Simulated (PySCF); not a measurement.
## Calculated NMR parameters of urea

* Formula: CH4N2O
* SMILES: NC(N)=O
* InChI: InChI=1S/CH4N2O/c2-1(3)4/h(H4,2,3,4)
* Point group of the computed structure: C2
* Degrees of unsaturation: 1
* Carbon signals: 1
* Proton signals: 1

Mapped SMILES: `[NH2:1][C:2]([NH2:3])=[O:4]`. Hydrogens are named by the atom that carries them.

How the numbers were obtained: PBE0-D3(BJ)/def2-TZVP structure, σ from GIAO-B97-2/pcSseg-2, in PySCF (in vacuum, equivalent nuclei averaged, no relativistic terms, one computed conformer).

References, each an isolated molecule treated in the same way: TMS for ¹H and ¹³C; NH3 for ¹⁵N; H2O for ¹⁷O.

```tsv
carbon	δC, type	δH (multiplicity)	HMBC from (2–3 bonds)	span of the C tensor (ppm)
C2	162.7, C	–	–	154
```

Other nuclei:
| atoms | nucleus | environment | δ (ppm) | σ (ppm) |
| --- | --- | --- | --- | --- |
| H(N1)/H(N3) | ¹H | hydrogen on an amide-type nitrogen | 3.66 | 27.97 |
| N1/N3 | ¹⁵N | amide-type nitrogen | 84.3 | 177.4 |
| O4 | ¹⁷O | amide-type carbonyl oxygen | 319.3 | 8.4 |

- δC 162.7: urea carbonyl carbon; it is a carbonyl in resonance with an O or N lone pair, the region of acids, esters and amides.
- δH 3.66: hydrogen on an amide-type nitrogen; exchangeable; this is the value without hydrogen bonding to other molecules.

Exchangeable OH/NH protons stand at their gas-phase positions; hydrogen bonding in a real sample shifts them, mostly to higher δ. Shifts are as computed. Against solution values, carbons near 30 ppm lie about +3 ppm off and those near 130 ppm about +7 ppm. Of 1211 compounds with measured shifts, 218 miss one by over three times the rms of a fit or turn the order of signals round; such compounds aren't used in these exercises. Hydrogen bonding in solution shields acid and N–H amide carbonyl oxygens by tens of ppm. Hydrogen bonding in solution deshields acid and N–H amide carbonyl carbons by as much as 10 ppm beyond these values. Unscaled 17O shifts of doubly bonded oxygen tend to come out too high, by tens of ppm or more. Experimental scales use liquid or dissolved standards, which lie at an offset from isolated NH3 (liquid NH3: subtract about 20 ppm) and H2O (liquid H2O: subtract about 36 ppm).
